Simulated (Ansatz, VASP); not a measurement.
## One calculation of AlN, two programs

```
Al N
1.0
     3.08874    0.00000    0.00000
    -1.54437    2.67493    0.00000
     0.00000    0.00000    4.94377
Al N
2 2
Cartesian
  -0.0516 1.6973 0.0075
  1.5960 0.9776 2.4794
  0.0460 1.8600 1.8958
  1.4983 0.8149 4.3677
```

Change from the starting cell: mode 4 frozen in at -0.052 Å and mode 5 at -0.086 Å (largest displacements).

Alike in both runs: task single point; functional LDA; k mesh 9 × 9 × 6; occupations gaussian, width 0.05 eV; no spin polarisation.

|  | VASP | Ansatz |
| --- | --- | --- |
| version | VASP 6.6.1 | Ansatz 0.2.0 |
| potentials or method | VASP PAW LDA potentials, release 64 (Al, N) | scalar-relativistic, plane waves, PAW |
| plane-wave cutoff (eV) | 520 | 520 |
| valence electrons in the cell | 16 | 16 |

|  | VASP | Ansatz | Ansatz less VASP |
| --- | --- | --- | --- |
| gap on the k mesh at the Fermi level (eV) | 4.30 | 4.30 | -0.005 |
| least direct gap on the mesh (eV) | 4.30 | 4.30 | -0.005 |
| pressure (GPa) | 0.3 | -0.3 | -0.59 |
| largest component of the traceless stress (GPa) | 0.63 | 0.64 | +0.011 |
| rms of the force components (eV/Å) | 0.261 | 0.261 | +0.0001 |

Atom by atom the forces differ by 0.002 eV/Å (rms over components).

Caveats: an odd mesh through Γ misses points on the zone boundary, where band edges often lie.
